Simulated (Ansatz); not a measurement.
## Ionic part of the dielectric constant of MgO at 20 GPa, mode by mode

Theory: DFT LDA, scalar-relativistic, plane waves, PAW in Ansatz. Cutoff 420 eV, 10×10×10 k-points (Γ-centred), fixed occupations. No spin polarisation. Phonons by linear response, acoustic sum rule imposed.

It takes space group Fm-3m (No. 225, cubic). The conventional cell has a = 4.029 Å, b = 4.029 Å, c = 4.029 Å, α = 90.00°, β = 90.00°, γ = 90.00°. Around Mg (site symmetry m-3m) lie 6 O at 2.01 Å. O (site symmetry m-3m) is surrounded by 6 Mg at 2.01 Å.

The primitive cell has V = 16.35 Å³ and ε∞,zz = 3.095. Each polar mode adds Δε = (4.92064×10⁷/V)·S/ν² along z, with S its oscillator strength in e²/amu, ν in cm⁻¹ and V in Å³.

Q: From these modes, find each Δε and ε0,zz.
```tsv
ν (cm⁻¹)	S_zz (e²/amu)
501.3	0.3852
```

A:
```
ν (cm⁻¹)    Δε
   501.3  4.61
```

The sum is 4.612, so ε0,zz = 7.71; the run's tensor has 7.71.

Q: Where do the longitudinal modes lie for a wave vector along z?

A: At 791 cm⁻¹. The Lyddane–Sachs–Teller product Π(ν_LO/ν_TO)² = 2.49 matches ε0/ε∞ = 2.49.

Cost: 1 run of about 0.28 core-minutes, on Intel Xeon Processor @ 2.50GHz (Skylake/Cascade Lake) (shared hosts).

The static dielectric response of compressed MgO is mainly lattice polarisation: the single polar mode at 501.3 cm⁻¹ contributes 4.61, more than the electrons add above the vacuum value. In rocksalt, the only zone-centre optical vibration is the triply degenerate motion of the Mg sublattice against the O sublattice, so one frequency accounts for the whole ionic term. Its oscillator strength, taken with the reduced mass of the pair, implies a Born effective charge close to the formal ionic value, as expected for a strongly ionic oxide with little dynamical charge transfer.

The same charge produces the wide gap between the transverse mode and the longitudinal one at 791 cm⁻¹, where the macroscopic field adds a restoring force that the electrons screen only weakly. Compression normally stiffens the transverse mode through short-range repulsion and so lowers the ionic term, which varies as the inverse square of the frequency. With only one pressure computed, the size of that effect remains open.
